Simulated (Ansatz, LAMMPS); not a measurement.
# Amorphous SiO2 (96 atoms): relaxation and levels of theory

Which bonds does the relaxation leave, and how do the Kohn-Sham gap, forces and pressure change with functional?

Calculated with Ansatz 0.2.0: Kohn-Sham DFT, PBE, PAW (set soft_2), plane waves; cutoff 420 eV, Γ point, fermi-dirac smearing of 0.025 eV.

**The cell**

Density at the start: 1.90 g/cm³. The cell holds 96 atoms: 32 Si and 64 O. Its edges and angles: a = 11.889 Å, b = 11.889 Å, c = 11.889 Å, α = 90.0°, β = 90.0°, γ = 90.0°. 96 atoms (32 Si, 64 O) placed at random at 1.9 g/cm³, melted at 5000 K for 10 ps at fixed volume with the Vashishta potential (Vashishta, Kalia, Rino and Ebbsjo, Phys. Rev. B 41, 12197 (1990)). Quenched from 5000 K to 300 K at 50 K/ps and fixed volume, held 5 ps, then minimised at fixed cell.

The atoms were relaxed with PBE. The walk converged after 23 steps, with a largest force component of 0.0345 eV/Å; it began at an r.m.s. force component of 0.54 eV/Å. The energy fell by 33.8 meV an atom.

The input of the reference single point:

```yaml
crystal:
  lattice:
    - [11.8886, 0.0, 0.0]
    - [0.0, 11.8886, 0.0]
    - [0.0, 0.0, 11.8886]
  atoms:
    - { symbol: Si, position: [0.98674, 0.83918, 0.72035] }
    - { symbol: Si, position: [0.61892, 0.13917, 0.12387] }
    - { symbol: Si, position: [0.42046, 0.50001, 0.31846] }
    - { symbol: Si, position: [0.13016, 0.73039, 0.27172] }
    [... 90 atom lines left out ...]
    - { symbol: O, position: [0.07194, 0.14278, 0.81283] }
    - { symbol: O, position: [0.68208, 0.34502, 0.40711] }
kpoints:
  mp_grid: { grid: [1, 1, 1] }
hamiltonian:
  xc: pbe
scf:
  occupations: { method: fermi_dirac, width: 0.025 }
output:
  forces: true
  stress: true
  populations: true
  dos:
    method: { smearing: { sigma: 0.08 } }
    de: 0.05
    projected: { site_lists: { O: [O], Si: [Si] } }
  eigenvalues: true
  write_density: true
  write_potential: true
  volumetric_format: npy
```

**Bonds after relaxation**

Bonds by pair of elements; cutoffs follow the first minimum of g(r), held within bounds set by covalent radii, and pairs that aren't listed don't count as bonded:

| pair A-B | cutoff (Å) | bonds | mean length (Å) | spread (Å) | shortest (Å) | B about A | A about B |
| --- | --- | --- | --- | --- | --- | --- | --- |
| O-Si | 2.08 | 127 | 1.64 | 0.017 | 1.53 | 1.98 | 3.97 |

How many atoms have how many bonded neighbours:

| element | mean | 1 | 2 | 3 | 4 |
| --- | --- | --- | --- | --- | --- |
| O | 1.98 | 1 | 63 | 0 | 0 |
| Si | 3.97 | 0 | 0 | 1 | 31 |

**Beside experiment**

**What experiment says.** A silica glass plate was measured by high-energy x-ray diffraction at 20 K and the Si-O distance was taken from the first PDF peak (“Polyhedral units and network connectivity in calcium aluminosilicate glasses from high-energy x-ray diffraction”, 2000, arxiv:cond-mat/0007490): nearest Si–O distance 1.61 Å; number of O about Si 4. The nearest silicon-silicon distance in amorphous silica was obtained by fitting a symmetric peak to the measured radial distribution (as quoted in “New insights into the origin of the first sharp diffraction peak in amorphous silica from an analysis of chemical and radial ordering”, 2024, arxiv:2403.10632): nearest Si–Si distance 3.08 Å; nearest O–O distance 2.63 Å. The mean Si-O-Si angle was obtained by reanalysing earlier high-energy photon diffraction data in combination with published neutron diffraction data on silica glass (“Bond angle distribution in amorphous germania and silica”, 1996, arxiv:chem-ph/9603004): Si–O–Si angle 148.3 °.

Against the measurements quoted at the start:

| quantity | measured | this cell | difference | method of the measurement |
| --- | --- | --- | --- | --- |
| nearest Si–O distance | 1.61 Å | 1.64 Å | +1.7 % | high-energy XRD, PDF Gaussian fit |
| nearest Si–Si distance | 3.08 Å | 3.07 Å | -0.3 % | diffraction, Gaussian radial peak fit |
| nearest O–O distance | 2.63 Å | 2.67 Å | +1.5 % | diffraction, Gaussian radial peak fit |
| number of O about Si | 4 | 3.97 | -0.8 % | high-energy XRD, PDF Gaussian fit |
| Si–O–Si angle | 148.3 ° | 142 ° | -4.5 % | x-ray and neutron diffraction, model fit |

The cell differs from the measured distances by up to 1.7 %, neighbour counts by up to 0.8 % and angles by up to 4.5 %. Distances of this cell are positions of the first main peak of g(r), or bond means where the peak is narrow; means over all bonds within a cutoff lie farther out for broad shells. The network comes from the model that made the cell; in DFT 2 of its 127 bonded pairs passed out of the cutoffs and 2 came within them. Our coordination numbers hang on a cutoff, and experiments count neighbours in their own ways.

**Levels of theory**

Single points at the relaxed geometry:

| functional | k-mesh | Kohn-Sham gap (eV) | pressure (GPa) | r.m.s. force component (eV/Å) | SCF cycles | time |
| --- | --- | --- | --- | --- | --- | --- |
| PBE | 1×1×1 | 4.617 | -1.49 | 0.007 | 8 | 40 s |
| HSE06 | 1×1×1 | 6.342 | -5.40 | 0.206 | 16 | 11 min |
| r2SCAN | 1×1×1 | 5.289 | -5.25 | 0.176 | 9 | 1.7 min |
| PBEsol | 1×1×1 | 4.617 | -3.37 | 0.068 | 8 | 41 s |

The gap is that between the highest filled and lowest empty Kohn-Sham level on the run's k-points. Cutoffs: 420 eV for PBE, HSE06 and PBEsol; 500 eV for r2SCAN. Times come from shared hosts and are rough.

**Findings**

By these cutoffs 98 % of O atoms have 2 and 97 % of Si atoms have 4 neighbours. The Kohn-Sham gap is 4.62 eV with PBE on the 1×1×1 mesh. On the 1×1×1 mesh HSE06 changes the gap by +1.72 eV against PBE. On the reference's mesh the gap changes with r2SCAN by +0.67 eV and PBEsol by under 0.01 eV. Against the reference the pressure changes with HSE06 by -3.9 GPa, r2SCAN by -3.8 GPa and PBEsol by -1.9 GPa; a negative change means a smaller volume than PBE would take.

Limits: All single points share the geometry relaxed with PBE. The density was set when the cell was made, as one point of a scan, and needn't be that of the real material. One sample; tail or defect levels can set the gap of a disordered cell. The quench rate of 50 K/ps is many orders above laboratory rates, so the cell is likely richer in defects and strain than a real sample. The network of bonds at the start is that of the classical potential that made the cell, and needn't be the one that DFT or experiment would give. In some runs the program notes that the exchange-correlation potential is rough where the density is thin, the exchange threshold is loose for the stress and the SCF threshold is loose for the stress.

[Logs are printed without paths, hosts, clocks, repeated set-up lines and the standing remarks that a program may print on its own settings, such as how far it seeks lower states.]

[Hosts, paths, dates, database ids (printed as entryN), source tags and the programs' standing remarks are cut or masked in the printed files.]
